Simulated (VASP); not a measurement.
**Sn: relaxation of cell and atoms with rSCAN**

Sn:

```
Sn
1.0
     0.00000    3.23334    3.23334
     3.23334    0.00000    3.23334
     3.23334    3.23334    0.00000
Sn
2
Direct
  0.75000 0.75000 0.75000
  0.50000 0.50000 0.50000
```

This isn't the form of Sn at room conditions, which is tetragonal (white tin).

```json
{"Program": "VASP 6.6.1", "Task": "relaxation of cell and atoms", "Functional": "rSCAN", "Potentials or basis": "VASP PAW PBE potentials, release 64 (Sn_d)", "Cutoff": "600 eV", "k mesh": "7 × 7 × 7", "Occupations": "methfessel-paxton, width 0.1 eV", "Spin": "no spin polarisation", "Further INCAR settings": "ALGO = Normal; EDIFF = 1e-07; IBRION = 2; EDIFFG = -0.01; NSW = 60; ISIF = 3"}
```

```json
{
  "Relaxed volume": "35.53 Å³/atom",
  "Relaxed cell": "a = 4.649 Å, b = 4.649 Å, c = 4.649 Å, α = 60.00°, β = 60.00°, γ = 60.00°",
  "Space group after relaxing (to 0.05 Å)": "Fd-3m (No. 227)",
  "Energy gained by relaxing": "12.3 meV/atom",
  "Ionic steps": "3",
  "Pressure after relaxing": "0.0 GPa",
  "Band gap on the k mesh": "none (metal or under the smearing width)"
}
```

The path:
| step | energy change (eV) | largest force (eV/Å) | pressure (GPa) | volume (Å³) |
| --- | --- | --- | --- | --- |
| 1 | 0.0000 | 0.0000 | 2.41 | 67.61 |
| 2 | -0.0198 | 0.0000 | -0.87 | 72.70 |
| 3 | -0.0246 | 0.0000 | 0.03 | 71.05 |

Final structure:
```yaml
crystal:
  lattice:
    - [0.00000, 3.28737, 3.28737]
    - [3.28737, 0.00000, 3.28737]
    - [3.28737, 3.28737, 0.00000]
  atoms:
    - { symbol: Sn, position: [0.75000, 0.75000, 0.75000] }
    - { symbol: Sn, position: [0.50000, 0.50000, 0.50000] }
```

Levels at points of the mesh, in eV from the Fermi level:
```tsv
k point	band 10	band 11	band 12	band 13	band 14	band 15	band 16	band 17	band 18
(0.00, 0.00, 0.00)	-22.02	-10.87	-0.67	0.00	0.00	0.00	2.21	2.21	2.21
```

Wall time 3.8 min on 1 thread of Intel(R) Xeon(R) 6975P-C (Granite Rapids), on a shared host, peak memory 0.27 GiB.

Caveat: the PAW data sets were made with another functional, which shifts forces and pressure a little. Zero-point motion and thermal expansion aren't in these numbers.
